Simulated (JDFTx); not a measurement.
# SiO2 (P4_32_12) in JDFTx: reference runs

Aim: a first look at SiO2 with PBE, on the cell as given.

Program: JDFTx 1.7.0 (patched build). These are calculated values, not measurements. Logs are shortened: lines on timing, memory, paths and dates and some standing lists are left out, and cuts for length are marked. The log counts tension as positive stress, the text compression.

## (1) Starting point

Symmetry: P4_32_12, No. 96, tetragonal system. Conventional cell: a = 4.976 Å, b = 4.976 Å, c = 6.901 Å, α = 90.00°, β = 90.00°, γ = 90.00°. Around Si (site symmetry 2) lie 4 O at 1.61 Å. O (site symmetry 1) is surrounded by 2 Si at 1.61 Å.

The cell comes from a database or a generator and needn't be the stable form of this composition.

## (2) Single point, PBE

SiO2.in reads:

```
lattice \
    9.4025001785     0.0000000000     0.0000000000 \
    0.0000000000     9.4025001785     0.0000000000 \
    0.0000000000     0.0000000000    13.0407910579
coords-type Lattice
ion Si     0.8032465600     0.8032465600     0.5000000000 1
ion Si     0.6967534400     0.3032465600     0.2500000000 1
ion Si     0.3032465600     0.6967534400     0.7500000000 1
ion Si     0.1967534400     0.1967534400     0.0000000000 1
ion O      0.7617576300     0.1103870700     0.4320415600 1
ion O      0.8896129300     0.2382423700     0.0679584400 1
ion O      0.1103870700     0.7617576300     0.5679584400 1
ion O      0.2617576300     0.3896129300     0.8179584400 1
ion O      0.2382423700     0.8896129300     0.9320415600 1
ion O      0.7382423700     0.6103870700     0.3179584400 1
ion O      0.3896129300     0.2617576300     0.1820415600 1
ion O      0.6103870700     0.7382423700     0.6820415600 1

ion-species pseudo/Si.upf
ion-species pseudo/O.upf
elec-cutoff 42 336
elec-ex-corr gga-PBE
kpoint-folding 6 6 4
elec-smearing Fermi 0.0018374661
elec-n-bands 41
electronic-SCF nIterations 100 energyDiffThreshold 1e-09
electronic-minimize nIterations 30 energyDiffThreshold 1e-7
converge-empty-states yes
forces-output-coords Cartesian

dump-name run.$VAR
dump End Ecomponents EigStats BandEigs Kpoints Forces Stress ElecDensity Dtot KEdensity
```

Potentials or basis: PseudoDojo-SR-PBE-0.5-standard with smoothed tails.

Run with:

```console
$ jdftx -c 1 -i SiO2.in -o SiO2.out
```

Output:

```text
*************** JDFTx 1.7.0 (patched build) ***************

Input parsed successfully to the following command list (including defaults):
[... the input with its defaults ...]

---------- Setting up symmetries ----------

Found 16 point-group symmetries of the bravais lattice
Found 8 space-group symmetries with basis
Applied RMS atom displacement 1.37673e-16 bohrs to make symmetries exact.

---------- Initializing the Grid ----------
R =
[       9.4025            0            0  ]
[            0       9.4025            0  ]
[            0            0      13.0408  ]
unit cell volume = 1152.9
G =
[   0.668246          0          0  ]
[          0   0.668246          0  ]
[          0          0    0.48181  ]
Minimum fftbox size, Smin = [  80  80  108  ]
Chosen fftbox size, S = [  80  80  108  ]

---------- Initializing tighter grid for wavefunction operations ----------
R =
[       9.4025            0            0  ]
[            0       9.4025            0  ]
[            0            0      13.0408  ]
unit cell volume = 1152.9
G =
[   0.668246          0          0  ]
[          0   0.668246          0  ]
[          0          0    0.48181  ]
Minimum fftbox size, Smin = [  56  56  80  ]
Chosen fftbox size, S = [  56  56  80  ]

---------- Exchange Correlation functional ----------
Initalized PBE GGA exchange.
Initalized PBE GGA correlation.

---------- Setting up pseudopotentials ----------
Width of ionic core gaussian charges (only for fluid interactions / plotting) set to 0

Reading pseudopotential file 'pseudo/Si.upf':
  'Si' pseudopotential, 'PBE' functional
  Generated using ONCVPSP code by D. R. Hamann
  4 valence electrons, 2 orbitals, 6 projectors, 1001 radial grid points, with lMax = 2
    3S    l: 0   occupation:  2.0   eigenvalue: -0.397365
    3P    l: 1   occupation:  2.0   eigenvalue: -0.149981
  Core radius for overlap checks: 1.86 bohrs.

Reading pseudopotential file 'pseudo/O.upf':
  'O' pseudopotential, 'PBE' functional
  Generated using ONCVPSP code by D. R. Hamann
  6 valence electrons, 2 orbitals, 5 projectors, 936 radial grid points, with lMax = 2
    2S    l: 0   occupation:  2.0   eigenvalue: -0.880572
    2P    l: 1   occupation:  4.0   eigenvalue: -0.331869
  Core radius for overlap checks: 1.39 bohrs.

Initialized 2 species with 12 total atoms.

Folded 1 k-points by 6x6x4 to 144 k-points.

---------- Setting up k-points, bands, fillings ----------
Adding inversion symmetry to k-mesh for non-inversion-symmetric unit cell.
Reduced to 30 k-points under symmetry.
Computing the number of bands and number of electrons
Calculating initial fillings.
nElectrons:  64.000000   nBands: 41   nStates: 30

----- Setting up reduced wavefunction bases (one per k-point) -----
average nbasis = 14987.007 , ideal nbasis = 14988.514

---------- Setting up ewald sum ----------
Optimum gaussian width for ewald sums = 2.764671 bohr.
Real space sum over 729 unit cells with max indices [  4  4  4  ]
Reciprocal space sum over 4275 terms with max indices [  7  7  9  ]

---------- Allocating electronic variables ----------
Initializing wave functions:  linear combination of atomic orbitals
Si pseudo-atom occupations:   s ( 2 )  p ( 2 )
O pseudo-atom occupations:   s ( 2 )  p ( 4 )
	FillingsUpdate:  mu: +0.288651104  nElectrons: 64.000000
LCAOMinimize: Iter:   0  F: -142.7356812481154122  |grad|_K:  5.604e-03  alpha:  1.000e+00
	FillingsUpdate:  mu: +0.148041589  nElectrons: 64.000000
LCAOMinimize: Iter:   1  F: -143.4075277074942392  |grad|_K:  2.076e-04  alpha:  5.366e-01  linmin: -4.222e-01  cgtest:  6.370e-01
LCAOMinimize: Encountered beta<0, resetting CG.
[... 8 lines of inner loops ...]
LCAOMinimize: Iter:   5  F: -143.4085973552144821  |grad|_K:  1.476e-07  alpha:  6.675e-01  linmin:  4.671e-04  cgtest: -2.961e-03
	FillingsUpdate:  mu: +0.144132208  nElectrons: 64.000000
LCAOMinimize: Iter:   6  F: -143.4085973559539013  |grad|_K:  2.301e-09  alpha:  9.436e-01  linmin:  1.439e-02  cgtest: -7.335e-02
LCAOMinimize: Converged (|Delta F|<1.000000e-06 for 2 iters).

-------- Electronic minimization -----------
Will mix electronic density at each iteration.
	FillingsUpdate:  mu: +0.144132208  nElectrons: 64.000000
	FillingsUpdate:  mu: +0.130423744  nElectrons: 64.000000
SCF: Cycle:  0   F: -144.374694465963358   dF: -9.661e-01   |Residual|: 6.044e-01   |deigs|: 4.315e-02
	FillingsUpdate:  mu: +0.086623434  nElectrons: 64.000000
SCF: Cycle:  1   F: -144.565560120923806   dF: -1.909e-01   |Residual|: 2.103e-01   |deigs|: 2.586e-02
	FillingsUpdate:  mu: +0.084407721  nElectrons: 64.000000
SCF: Cycle:  2   F: -144.584865190349007   dF: -1.931e-02   |Residual|: 7.495e-02   |deigs|: 7.350e-03
	FillingsUpdate:  mu: +0.097552340  nElectrons: 64.000000
SCF: Cycle:  3   F: -144.589346508709951   dF: -4.481e-03   |Residual|: 2.687e-02   |deigs|: 1.335e-02
	FillingsUpdate:  mu: +0.096961515  nElectrons: 64.000000
SCF: Cycle:  4   F: -144.589844438981373   dF: -4.979e-04   |Residual|: 1.180e-02   |deigs|: 1.364e-03
	FillingsUpdate:  mu: +0.098282504  nElectrons: 64.000000
SCF: Cycle:  5   F: -144.589926031100362   dF: -8.159e-05   |Residual|: 4.378e-03   |deigs|: 9.856e-04
	FillingsUpdate:  mu: +0.099615864  nElectrons: 64.000000
SCF: Cycle:  6   F: -144.589946806661231   dF: -2.078e-05   |Residual|: 3.606e-03   |deigs|: 1.195e-03
	FillingsUpdate:  mu: +0.099123411  nElectrons: 64.000000
SCF: Cycle:  7   F: -144.589956214869943   dF: -9.408e-06   |Residual|: 6.388e-04   |deigs|: 3.794e-04
	FillingsUpdate:  mu: +0.099201562  nElectrons: 64.000000
SCF: Cycle:  8   F: -144.589957429146466   dF: -1.214e-06   |Residual|: 3.258e-04   |deigs|: 7.924e-05
	FillingsUpdate:  mu: +0.099235426  nElectrons: 64.000000
SCF: Cycle:  9   F: -144.589957820577666   dF: -3.914e-07   |Residual|: 1.190e-04   |deigs|: 4.665e-05
	FillingsUpdate:  mu: +0.099240091  nElectrons: 64.000000
SCF: Cycle: 10   F: -144.589958016107715   dF: -1.955e-07   |Residual|: 8.790e-05   |deigs|: 4.879e-05
	FillingsUpdate:  mu: +0.099244882  nElectrons: 64.000000
SCF: Cycle: 11   F: -144.589958073081220   dF: -5.697e-08   |Residual|: 5.357e-05   |deigs|: 3.652e-05
	FillingsUpdate:  mu: +0.099249207  nElectrons: 64.000000
SCF: Cycle: 12   F: -144.589958104693807   dF: -3.161e-08   |Residual|: 2.020e-05   |deigs|: 7.010e-05
	FillingsUpdate:  mu: +0.099246452  nElectrons: 64.000000
SCF: Cycle: 13   F: -144.589958114025450   dF: -9.332e-09   |Residual|: 2.046e-05   |deigs|: 4.478e-05
	FillingsUpdate:  mu: +0.099249391  nElectrons: 64.000000
SCF: Cycle: 14   F: -144.589958119855083   dF: -5.830e-09   |Residual|: 9.811e-06   |deigs|: 7.070e-05
	FillingsUpdate:  mu: +0.099249268  nElectrons: 64.000000
SCF: Cycle: 15   F: -144.589958121233451   dF: -1.378e-09   |Residual|: 9.958e-06   |deigs|: 4.342e-05
	FillingsUpdate:  mu: +0.099248749  nElectrons: 64.000000
SCF: Cycle: 16   F: -144.589958121974576   dF: -7.411e-10   |Residual|: 1.506e-05   |deigs|: 1.190e-04
	FillingsUpdate:  mu: +0.099248504  nElectrons: 64.000000
SCF: Cycle: 17   F: -144.589958122184981   dF: -2.104e-10   |Residual|: 1.236e-05   |deigs|: 6.754e-05
SCF: Converged (|Delta E|<1.000000e-09 for 2 iters).

Setting wave functions to eigenvectors of Hamiltonian
Converging empty states (this may take a while):
EmptyStates: None of the convergence criteria satisfied.
|deigs|: 5.300e-04

# Stress tensor in Cartesian coordinates [Eh/a0^3]:
[ -0.000142585            0            0  ]
[            0 -0.000142585            0  ]
[            0            0 -0.000147914  ]

# Ionic positions in lattice coordinates:
ion Si   0.803246560000000   0.803246560000000   0.500000000000000 1
ion Si   0.696753440000000   0.303246560000000   0.250000000000000 1
ion Si   0.303246560000000   0.696753440000000   0.750000000000000 1
ion Si   0.196753440000000   0.196753440000000   0.000000000000000 1
ion O   0.761757630000000   0.110387070000000   0.432041560000000 1
ion O   0.889612930000000   0.238242370000000   0.067958440000000 1
ion O   0.110387070000000   0.761757630000000   0.567958440000000 1
ion O   0.261757630000000   0.389612930000000   0.817958440000000 1
ion O   0.238242370000000   0.889612930000000   0.932041560000000 1
ion O   0.738242370000000   0.610387070000000   0.317958440000000 1
ion O   0.389612930000000   0.261757630000000   0.182041560000000 1
ion O   0.610387070000000   0.738242370000000   0.682041560000000 1

# Forces in Cartesian coordinates:
force Si  -0.000684908674296  -0.000684908674296   0.000000000000000 1
force Si   0.000684908674296  -0.000684908674296  -0.000000000000000 1
force Si  -0.000684908674296   0.000684908674296   0.000000000000000 1
force Si   0.000684908674296   0.000684908674296  -0.000000000000000 1
force O   0.000733244466425   0.002617742217105   0.003661905039360 1
force O  -0.002617742217105  -0.000733244466425  -0.003661905039360 1
force O   0.002617742217105   0.000733244466425  -0.003661905039360 1
force O   0.000733244466425  -0.002617742217105  -0.003661905039359 1
force O  -0.000733244466425  -0.002617742217105   0.003661905039360 1
force O  -0.000733244466425   0.002617742217105  -0.003661905039360 1
force O  -0.002617742217105   0.000733244466425   0.003661905039360 1
force O   0.002617742217105  -0.000733244466425   0.003661905039360 1

# Energy components:
   Eewald =      -81.6073339510137430
       EH =       59.8319993790762794
     Eloc =     -165.7006035249768274
      Enl =      -19.8419664442749166
      Exc =      -40.4708831132191804
 Exc_core =        5.2240578526904162
       KE =       97.9747716795330206
-------------------------------------
     Etot =     -144.5899581221849530
       TS =        0.0000000000000316
-------------------------------------
        F =     -144.5899581221849814

IonicMinimize: Iter:   0  F: -144.589958122184981  |grad|_K:  2.174e-03
IonicMinimize: None of the convergence criteria satisfied after 0 iterations.

#--- Lowdin population analysis ---
# oxidation-state Si +1.857 +1.857 +1.857 +1.857
# oxidation-state O -0.827 -0.827 -0.827 -0.827 -0.827 -0.827 -0.827 -0.827

Dumping 'run.eigStats' ...
	eMin: -0.659527 at state 0 ( [ +0.000000 +0.000000 +0.000000 ] spin 0 )
	HOMO: +0.052723 at state 0 ( [ +0.000000 +0.000000 +0.000000 ] spin 0 )
	mu  : +0.099249
	LUMO: +0.264690 at state 0 ( [ +0.000000 +0.000000 +0.000000 ] spin 0 )
	eMax: +0.467482 at state 27 ( [ +0.500000 +0.500000 +0.000000 ] spin 0 )
	HOMO-LUMO gap: +0.211967
	Optical gap  : +0.211967 at state 0 ( [ +0.000000 +0.000000 +0.000000 ] spin 0 )
WARNING: the last solve of the electrons (or of bands or displaced states from it) ended unconverged.
Done!
[note: mu as printed may lie anywhere between the filled and the empty levels]
```

Run time: 16 min. Hardware: 1 thread of AMD EPYC 7R43 (Zen 3), shared host; peak memory 1.7 GiB.

What came out:

| Property | Result |
| --- | --- |
| Free energy | -3934.4932 eV |
| Pressure | 4.2 GPa |
| Largest force | 0.235 eV/Å |
| Band gap on the k mesh | 5.77 eV, direct |
| Loewdin charges | Si +1.86; O -0.83 e |

Forces on the atoms (eV/Å):
```
Si  -0.035 -0.035  0.000
Si   0.035 -0.035  0.000
Si  -0.035  0.035  0.000
Si   0.035  0.035  0.000
O    0.038  0.135  0.188
O   -0.135 -0.038 -0.188
O    0.135  0.038 -0.188
O    0.038 -0.135 -0.188
O   -0.038 -0.135  0.188
O   -0.038  0.135 -0.188
O   -0.135  0.038  0.188
O    0.135 -0.038  0.188
```

Stress tensor (GPa, compression positive):
```
4.20 0.00 0.00
0.00 4.20 0.00
0.00 0.00 4.35
```

Levels at points of the mesh, in eV from the valence-band top:
```csv
k point,band 29,band 30,band 31,band 32
"(0.00, 0.00, 0.00)",-0.69,-0.31,-0.31,0.00
"(0.00, 0.00, 0.50)",-0.55,-0.55,-0.39,-0.39
"(0.00, 0.50, 0.00)",-0.65,-0.65,-0.49,-0.49
"(0.00, 0.50, 0.50)",-0.92,-0.92,-0.18,-0.18
"(0.50, 0.50, 0.00)",-0.59,-0.59,-0.53,-0.53
"(0.50, 0.50, 0.50)",-0.60,-0.60,-0.60,-0.60
```

Caveat: the atomic charges don't sum to the cell's charge; the empty levels aren't tightly converged.
